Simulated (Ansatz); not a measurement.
**SnTe: band gap under strain**

How does strain move the band edges of SnTe in the rocksalt structure, and do the functionals agree on it? States: -2.0 % strain along z alone; -1.0 % strain along z alone; +1.0 % strain along z alone.

The runs shown are made with Ansatz 0.2.0. PAW datasets, plane waves. Spin-unpolarised throughout; all numbers are computed.

### 1 Starting point

The unstrained cell was relaxed with r2SCAN; in each strained cell the atoms were relaxed again with r2SCAN. Names of k-points are those of the unstrained zone, where strain can split equivalent points. First state: -2.0 % strain along z alone.

It is tetragonal, I4/mmm (No. 139); a = 4.510 Å, c = 6.251 Å in the conventional setting, 31.79 Å³ an atom. Sn has 6 Te at 3.13–3.19 Å; Te has 6 Sn at 3.13–3.19 Å.

Structure file:

Space group I4/mmm (No. 139). a = 4.510 Å, b = 4.510 Å, c = 6.251 Å, α = 90.00°, β = 90.00°, γ = 90.00°
```csv
atom,site,symmetry,x,y,z
Sn,2a,4/mmm,0.0000,0.0000,0.0000
Te,2b,4/mmm,0.0000,0.0000,0.5000
```

From earlier runs on the unstrained cell: PBE 0.01 eV, r2SCAN 0.15 eV, HSE06 0.25 eV, r2SCAN+SOC 0.08 eV; a = 6.379 Å.

### 2 -2.0 % strain along z alone: PBE

input.yaml reads:

```yaml
crystal:
  lattice:
    - [0.0, 3.1893303454, 3.1255437385]
    - [3.1893303454, 0.0, 3.1255437385]
    - [3.1893303454, 3.1893303454, 0.0]
  atoms:
    - { symbol: Sn, position: [0.0, 0.0, 0.0] }
    - { symbol: Te, position: [0.5, 0.5, 0.5] }
kpoints:
  mp_grid: { grid: [8, 8, 8] }
  band_path:
    path:
      - [0.0, 0.0, 0.0]
      - [0.5, 0.0, 0.5]
      - [0.625, 0.25, 0.625]
      - [0.375, 0.375, 0.75]
      - [0.5, 0.5, 0.5]
      - [0.5, 0.25, 0.75]
      - [-0.00651, 0.006429, -0.5]
      - [-0.012044, -0.010579, 0.498047]
    npoints: 1
hamiltonian:
  xc: pbe
scf:
  occupations: { method: fermi_dirac, width: 0.02 }
  n_extra_bands: 4
output:
  forces: true
  stress: true
  eigenvalues: true
```

Command:

```console
> ansatz run input.yaml --threads 2 --pin off --max-ram 18432MiB --backend cpu --events-out ev --progress --plain --runs-dir out
```

After this run come: -2.0 % strain along z alone: r2SCAN; -2.0 % strain along z alone: HSE06; -2.0 % strain along z alone: r2SCAN+SOC; -1.0 % strain along z alone: PBE; -1.0 % strain along z alone: r2SCAN; -1.0 % strain along z alone: HSE06; -1.0 % strain along z alone: r2SCAN+SOC; +1.0 % strain along z alone: PBE; +1.0 % strain along z alone: r2SCAN; +1.0 % strain along z alone: HSE06; +1.0 % strain along z alone: r2SCAN+SOC.

Before running it: what results should come out?

**Answer**, as computed:

Least gap in eV (negative: overlap), with the change from the unstrained cell in brackets:

```
                      state  volume change (%)           PBE        r2SCAN         HSE06
-2.0 % strain along z alone               -2.0  0.00 (-0.01)  0.04 (-0.11)  0.16 (-0.09)
-1.0 % strain along z alone               -1.0  0.00 (-0.01)  0.10 (-0.05)  0.21 (-0.04)
+1.0 % strain along z alone               +1.0  0.03 (+0.02)  0.17 (+0.02)  0.28 (+0.03)
```

In words: With HSE06, of the states in the table -2.0 % strain along z alone shifts the gap most, by -0.097 eV. PBE and HSE06 differ by 0.24 eV on the unstrained gap, and by at most 0.08 eV on its change. Under -2.0 % strain along z alone and under -1.0 % strain along z alone PBE gives no gap, or under 0.02 eV, while HSE06 has one. Spin-orbit coupling is left out of the table, though the cell holds Te (Z = 52); in an element this heavy it can shift bands and gaps by tenths of an eV.
